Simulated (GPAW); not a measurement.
Runs of GPAW 26.7.0 on Sn. The structure is cubic, space group Fd-3m (No. 227). Conventional cell: a = 6.467 Å, b = 6.467 Å, c = 6.467 Å, α = 90.00°, β = 90.00°, γ = 90.00°. Sn (site symmetry -43m) has 4 Sn at 2.80 Å as nearest neighbours. This isn't the form of Sn at room conditions, which is tetragonal (white tin).

```tsv
level	potentials or basis	eigensolver	gap on the mesh (eV)	pressure (GPa)	relaxed volume (Å³/atom)
SCAN	GPAW PAW data sets (gpaw-data 1.2.1), pw	-	none	0.1	34.96
LDA	the program's PAW data sets (release 1.2.1) made for this functional, pw	-	none	-0.1	(c)
PBEsol	PAW data sets generated in the run's folder for this functional, pw	-	none	0.0	(b)
TPSS	GPAW PAW data sets (gpaw-data 1.2.1), pw	davidson	none	0.0	35.91
BLYP	PAW data sets generated in the run's folder for this functional, pw	davidson	none	0.0	39.34
revPBE	the program's PAW data sets (release 1.2.1) made for this functional, pw	-	none	0.0	37.55
AM05	PAW data sets generated in the run's folder for this functional, pw	-	none	0.1	35.05
r2SCAN	GPAW PAW data sets (gpaw-data 1.2.1), pw	-	none	0.1	(a)
```

Alike in all rows: task relaxation of cell and atoms; no spin polarisation; cell relaxed; k mesh 6 × 6 × 6; cutoff (eV) 600; smearing fermi-dirac 0.05 eV.

Question: Estimate the missing entries.

Answer: (a) 35.25; (b) 34.78; (c) 33.79.

Caveats: later steps reuse the first step's grids; the PAW data sets were made with another functional, which shifts forces and pressure a little (some runs); the volume moved by over 15 % at a fixed basis, so the end points are rough (some runs).

A k mesh can miss the band edges, and the runs leave out spin-orbit coupling on Sn.

A gap of «none» marks a metal or a gap under the smearing width.

Runs at the PBE level aren't shown here.
